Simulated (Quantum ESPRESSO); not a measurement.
## ZnO under changes of volume

One of the cells (10.210 Å³/atom); the others are scaled copies at fixed shape and fractional positions:

```
CELL_PARAMETERS angstrom
0.00000 2.16944 2.16944
2.16944 0.00000 2.16944
2.16944 2.16944 0.00000
ATOMIC_POSITIONS crystal
Zn 0.00000 0.00000 0.00000
O 0.50000 0.50000 0.50000
```

Measurements of this composition are mostly on another form, of space group No. 186.

- Program: Quantum ESPRESSO 7.5
- Functional: PBE
- Potentials or basis: SSSP 1.3 efficiency PBE
- Cutoff: 748 eV
- Density cutoff: 5987 eV
- k mesh: 11 × 11 × 11
- Occupations: fermi-dirac, width 0.05 eV
- Spin: no spin polarisation

```csv
volume (Å³/atom),energy over the lowest point (meV/atom),pressure (GPa),gap on the mesh (eV)
9.598,18.91,10.7,1.03
9.802,7.59,6.4,0.93
10.006,1.47,2.6,0.83
10.210,0.00,-0.8,0.74
10.415,?,?,?
10.619,9.04,-6.7,0.57
10.823,18.73,-9.1,0.49
```

Problem. What does the run at 10.415 Å³/atom give?

Solution. Energy over the lowest point 2.65 meV/atom; pressure -3.9 GPa; gap on the mesh 0.65 eV.

Worked out: A Birch-Murnaghan fit of order 3 (a polynomial in V^(-2/3)) to the other rows has its minimum at 10.18 Å³/atom with B0 = V·E''(V) = 165 GPa and B' = 4.6. It gives 2.67 meV/atom at 10.415 Å³/atom, against the run's 2.65, and -dE/dV = -3.6 GPa, against -3.9. A straight line through the other rows of the gap, of slope -4.49 eV per unit of ln V, gives 0.66 eV, against the run's 0.65.

Energies are extrapolated to zero smearing.

Caveats: an odd mesh through Γ misses points on the zone boundary, where band edges often lie.
